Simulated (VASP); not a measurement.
**Sb: single point with r2SCAN**

Crystal: Sb.

```
CELL_PARAMETERS angstrom
3.08753 0.00000 0.00000
0.00000 3.08753 0.00000
0.00000 0.00000 3.08753
ATOMIC_POSITIONS crystal
Sb 0.00000 0.00000 0.00000
```

This isn't the form of Sb at room conditions, which is rhombohedral.

```
Program                : VASP 6.6.1
Task                   : single point
Functional             : r2SCAN
Potentials or basis    : VASP PAW PBE potentials, release 64 (Sb)
Cutoff                 : 520 eV
k mesh                 : 14 × 14 × 14
Occupations            : gaussian, width 0.1 eV
Spin                   : no spin polarisation
Dipole correction      : no
Further INCAR settings : ALGO = Normal; EDIFF = 1e-06; NBANDS = 8
```

| Quantity | Value |
| --- | --- |
| Pressure | 0.0 GPa |
| Band gap on the k mesh | none (metal or under the smearing width) |

Levels at points of the mesh, in eV from the Fermi level:
```tsv
k point	band 1	band 2	band 3	band 4	band 5	band 6	band 7	band 8
(0.00, 0.00, 0.00)	-13.04	3.52	3.52	3.52	7.30	7.30	9.28	18.58
(0.50, 0.00, 0.00)	-10.41	-5.92	5.70	5.70	9.42	11.42	12.08	12.08
(0.50, 0.50, 0.00)	-7.57	-3.80	-3.80	2.47	7.97	13.66	14.03	14.03
(0.50, 0.50, 0.50)	-4.32	-1.79	-1.79	-1.79	5.20	5.20	5.20	7.57
```

Wall time 24 s on 1 thread of Intel(R) Xeon(R) 6975P-C (Granite Rapids) (shared host), peak memory 0.16 GiB.

Caveat: the PAW data sets were made with another functional, which shifts forces and pressure a little. The run has no spin-orbit coupling, so splittings on Sb are missing.
